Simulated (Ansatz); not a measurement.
Cu Kα1 powder pattern (kinematic, no thermal factors).
| 2θ (°) | relative intensity | assignment |
| --- | --- | --- |
| 12.71 | 11 | 1 0 0 |
| 18.00 | 10 | 1 1 0 |
| 22.10 | 4 | 1 1 1 |
| 25.57 | 100 | 2 0 0 |
| 28.65 | 6 | 2 1 0 |
| 31.45 | 5 | 2 1 1 |
| 36.47 | 74 | 2 2 0 |
| 38.77 | 3 | 3 0 0 |
| 40.96 | 2 | 3 1 0 |
| 43.06 | 2 | 3 1 1 |
| 45.07 | 26 | 2 2 2 |
| 47.02 | 1 | 3 2 0 |
| 48.91 | 2 | 3 2 1 |
| 52.54 | 12 | 4 0 0 |
| 54.28 | 2 | 4 1 0 |
| 55.99 | 1 | 4 1 1 |
| 59.31 | 31 | 4 2 0 |
| 60.93 | 1 | 4 2 1 |
| 65.64 | 22 | 4 2 2 |
| 68.69 | 1 | 5 1 0 |
| 77.50 | 6 | 4 4 0 |
| 83.19 | 13 | 6 0 0 |
| 88.82 | 9 | 6 2 0 |

The pattern is computed from a structure relaxed with DFT PBE, scalar-relativistic, plane waves, PAW in Ansatz. No spin polarisation. Its elements are Ca.

Give the structure.

Ca.
Space group Pm-3m (No. 221). a = 6.962 Å, b = 6.962 Å, c = 6.962 Å, α = 90.00°, β = 90.00°, γ = 90.00°
```tsv
atom	site	symmetry	x	y	z
Ca	3c	4/mm.m	0.5000	0.5000	0.0000
Ca	1b	m-3m	0.5000	0.5000	0.5000
Ca	3d	4/mm.m	0.5000	0.0000	0.0000
```

A pattern alone doesn't exclude other cells with like lines; this is the one computed.

The cell was found from a structure generator's guess, not taken from experiment.
